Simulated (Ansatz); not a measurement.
The calculation used Ansatz, DFT PBE, scalar-relativistic, plane waves, PAW. Settings: cutoff 420 eV, Γ-centred meshes spaced at most about 0.3 Å⁻¹, and about 0.25 Å⁻¹ or finer for metals (2π included), Gaussian smearing. No spin polarisation.

All energies are static (0 K, no zero-point motion).

Question: Order these relaxed structures of Al4Cu by energy, lowest first, with the energy over the lowest of them.
A.

```
CELL_PARAMETERS angstrom
-2.84091 2.84091 2.84091
2.84091 -2.84091 2.84091
2.84091 2.84091 -2.84091
ATOMIC_POSITIONS crystal
Al 0.50000 0.50000 0.50000
Al 0.50000 0.00000 0.00000
Al 0.00000 0.00000 0.50000
Al 0.00000 0.50000 0.00000
Cu 0.00000 0.00000 0.00000
```

B.

```
CELL_PARAMETERS angstrom
-1.36795 2.97799 5.26982
1.36795 -2.97799 5.26982
1.36795 2.97799 -5.26982
ATOMIC_POSITIONS crystal
Al 0.58814 0.36428 0.22387
Al 0.14041 0.36428 0.77613
Al 0.85959 0.63572 0.22387
Al 0.41186 0.63572 0.77613
Cu 0.00000 0.00000 0.00000
```

Answer: B (0 meV/atom), A (112 meV/atom). Forms: B Immm; A Im-3m. Counting all near atoms (those within 1.25 times the shortest distance at each site; a plus sign parts nearer from farther groups): B has Al 8, Cu 10; A has Al 2+6, Cu 8. Both come from invented guesses. The lowest form computed isn't among them: it has Al and Cu ordered on fcc sites, space group I4/mmm (No. 139), 15.3 Å³/atom and lies 97 meV/atom below the best shown.

Cells relaxed within their symmetry can be saddle points. Some candidate types were left out of the draw beforehand, so a known form may be missing.
